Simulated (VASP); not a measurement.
PbTe and the effect of the dispersion correction

The cell as given:

It takes space group Fm-3m (No. 225, cubic). The conventional cell has a = 6.462 Å, b = 6.462 Å, c = 6.462 Å, α = 90.00°, β = 90.00°, γ = 90.00°. Pb (site symmetry m-3m) is surrounded by 6 Te at 3.23 Å. Around Te (site symmetry m-3m) lie 6 Pb at 3.23 Å.

Kept alike: task relaxation of cell and atoms; functional RPBE; k mesh 7 × 7 × 7; occupations fermi-dirac, width 0.05 eV; no spin polarisation. Program: VASP, PBE PAW files Pb_d, Te, 600 eV. The mesh is that of the run's cell of 2 atoms. No spin-orbit coupling.

| dispersion correction | volume (Å³/atom) |
| --- | --- |
| D3(zero) | 35.949 |
| D4 | 33.692 |
| none | 36.787 |

The relaxations keep at least the cell's symmetry (Fm-3m). Relaxations stop with a little pressure left, so the last digits of a volume or edge aren't settled. Runs of this series that gave no sound value for these columns are left out. All rows use potentials made for PBE.

What does the dispersion correction change here?

The volume runs from 33.692 (D4) to 36.787 Å³/atom (none). Against no correction: D3(zero) -2.3 %; D4 -8.4 %. Dispersion terms mostly attract and so lower the volume; the schemes' coefficients and damping set how far. Measured: 33.71 Å³/atom at 300 K (pmc:10701875, doi:10.1021/acsomega.3c06502); nearest D4, 0.02 Å³/atom off. The runs are for a static lattice.

Without a dispersion term, RPBE gives too large a cell for PbTe, as expected from a functional whose exchange favours strong density gradients and so tends to weaken bonding in solids. Both corrections contract the lattice, but D3(zero) removes only a small part of the excess, while D4 brings the volume to 33.692 Å³/atom, close to experiment.

PbTe is held together mainly by polar Pb–Te p bonding and electrostatics, not by dispersion. Its large, polarisable ions and fairly soft lattice nevertheless let a modest extra attraction change the volume noticeably. The contraction may therefore reflect real dispersion between the ions, compensation for the underbinding of RPBE, or both; the volumes alone can't separate them. Thermal expansion would move the D4 value above the room-temperature measurement, so the near-coincidence probably owes something to cancellation of errors. Nor does a good volume establish that D4 describes the soft transverse optical mode of PbTe well, since that depends on the curvature of the energy as the sublattices shift.
